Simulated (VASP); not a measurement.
**From an Ansatz input to VASP: TePb (distorted zincblende)**

Ansatz input

```yaml
crystal:
  lattice:
    - [0.0734, 3.7079, 3.6195]
    - [3.7879, 0.0289, 3.6641]
    - [3.7777, 3.7422, 0.0391]
  atoms:
    - { symbol: Pb, position: [0.9994, 0.0226, 0.9788] }
    - { symbol: Te, position: [0.2537, 0.2202, 0.256] }
kpoints:
  mp_grid: { grid: [6, 6, 6] }
hamiltonian:
  xc: pbe
scf:
  occupations: { method: fermi_dirac, width: 0.02 }
  n_extra_bands: 4
output:
  forces: true
  stress: true
  eigenvalues: true
```

Task: Translate this input to VASP.

Result: 

INCAR

```
EDIFF = 1E-7
IBRION = -1
NELM = 120
ENCUT = 520
LREAL = .FALSE.
SIGMA = 0.02
PREC = Accurate
LASPH = .TRUE.
LWAVE = .FALSE.
LCHARG = .FALSE.
GGA = PE
ISIF = 2
NSW = 0
ISMEAR = -1
NBANDS = 17
```

KPOINTS

```
KPOINTS created by Atomic Simulation Environment
0
Gamma
6 6 6
0 0 0
```

POSCAR

```
Pb Te
 1.0000000000000000
     0.0734000000000000    3.7079000000000000    3.6194999999999999
     3.7879000000000000    0.0289000000000000    3.6640999999999999
     3.7776999999999998    3.7422000000000000    0.0391000000000000
 Pb  Te
   1   1
Cartesian
  3.8565752600000001  7.3691937599999999  3.7384080399999995
  1.8198083600000001  1.9050612099999999  1.7351115699999999
```

VASP ran with the recommended PBE PAW datasets (20 valence electrons in the cell). Other inputs would serve too.

```
                                            Ansatz       VASP
gap between bands v and c on the k mesh    0.77 eV    0.77 eV
         least direct gap on the k mesh    1.23 eV    1.23 eV
                               pressure   -0.2 GPa   -0.3 GPa
                          largest force  0.48 eV/Å  0.49 eV/Å
```

Each program uses its own PAW datasets. VASP's cell holds 20 valence electrons and Ansatz's 30. Ansatz's stress includes a Pulay correction; VASP's doesn't.
